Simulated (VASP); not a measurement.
# Hf under changes of volume

One of the cells (21.253 Å³/atom); the others are scaled copies at fixed shape and fractional positions:

```
Hf
1.0
    -1.74497    1.74497    1.74497
     1.74497   -1.74497    1.74497
     1.74497    1.74497   -1.74497
Hf
1
Direct
  0.00000 0.00000 0.00000
```

This isn't the form of Hf at room conditions, which is hcp.

* Program: VASP 6.6.1
* Functional: PBEsol
* Potentials or basis: VASP PAW PBE potentials, release 64 (Hf_pv)
* Cutoff: 520 eV
* k mesh: 8 × 8 × 8
* Occupations: fermi-dirac, width 0.05 eV
* Spin: no spin polarisation

```csv
volume (Å³/atom),energy over the lowest point (meV/atom),pressure (GPa)
20.403,12.73,4.9
20.828,3.15,2.3
21.253,0.00,0.0
21.678,2.84,-2.1
22.103,?,?
```

Q: What does the run at 22.103 Å³/atom give?

A: Energy over the lowest point 11.18 meV/atom; pressure -4.1 GPa.

Worked out: A Birch-Murnaghan fit of order 2 (a polynomial in V^(-2/3)) to the other rows has its minimum at 21.26 Å³/atom with B0 = V·E''(V) = 111 GPa. It gives 10.97 meV/atom at 22.103 Å³/atom, against the run's 11.18, and -dE/dV = -4.0 GPa, against -4.1.

Energies are extrapolated to zero smearing.

Caveats: the PAW data sets were made with another functional, which shifts forces and pressure a little.
